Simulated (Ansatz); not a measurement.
A run of Ansatz 0.2.0 is set up as follows.

The input input.yaml:

```yaml
crystal:
  lattice:
    - [1.9815661262, 1.1440577364, 6.6610334788]
    - [-1.9815661262, 1.1440577364, 6.6610334788]
    - [0.0, -2.2881154728, 6.6610334788]
  atoms:
    - { symbol: Pt, position: [0.1296666667, 0.1296666667, 0.1296666667] }
    - { symbol: Pt, position: [0.8703333333, 0.8703333333, 0.8703333333] }
    - { symbol: Te, position: [0.402, 0.402, 0.402] }
    - { symbol: Te, position: [0.598, 0.598, 0.598] }
hamiltonian:
  xc: pbesol
  pseudopotentials: { kind: paw }
  hubbard: { sites: [{ species: Pt, l: d, u_eff: 8.0 }] }
kpoints:
  mp_grid: { grid: [8, 8, 8] }
  band_path:
    path:
      - [[0.0, 0.0, 0.0], [0.5, 0.0, 0.0], [0.5, 0.1863329093, -0.1863329093]]
      - [[0.8136670907, 0.5, 0.1863329093], [0.5, 0.5, 0.5], [0.0, 0.0, 0.0], [0.3431664546, 0.0, -0.3431664546]]
      - [[0.6568335454, 0.3431664546, 0.0], [0.5, 0.5, 0.0], [0.6568335454, 0.6568335454, 0.1863329093], [0.5, 0.5, 0.5]]
      - [[0.5, 0.0, 0.0], [0.8136670907, 0.3431664546, 0.3431664546]]
    npoints: 14
scf:
  occupations: { method: fermi_dirac, width: 0.05 }
  n_extra_bands: 10
output:
  forces: true
  stress: true
  eigenvalues: true
  fatbands: false
  write_density: true
  write_potential: true
  elf: true
  volumetric_format: npy
```

Potentials or basis: Ansatz PAW.

Command:

```bash
$ ansatz run input.yaml --threads 2 --pin off --max-ram 5632MiB --backend cpu --events-out ev --progress --plain --runs-dir out
```

Problem. Predict the band gap on the k mesh.

Solution. None (metal or under the smearing width).

Problem. What does it give for the pressure?

Solution. 0.3 GPa.

Stress tensor (GPa, compression positive):
```
 1.05  0.00  0.00
 0.00  1.05  0.00
 0.00  0.00 -1.16
```

Caveat: spin-orbit coupling is left out, which moves the levels of the heavy elements; U without spin polarisation on a metal has little footing; the PAW data sets come from PBE, with cores solved anew for the run's functional, which leaves a small shift of forces and pressure; the U is typed as a test and isn't derived for this compound.
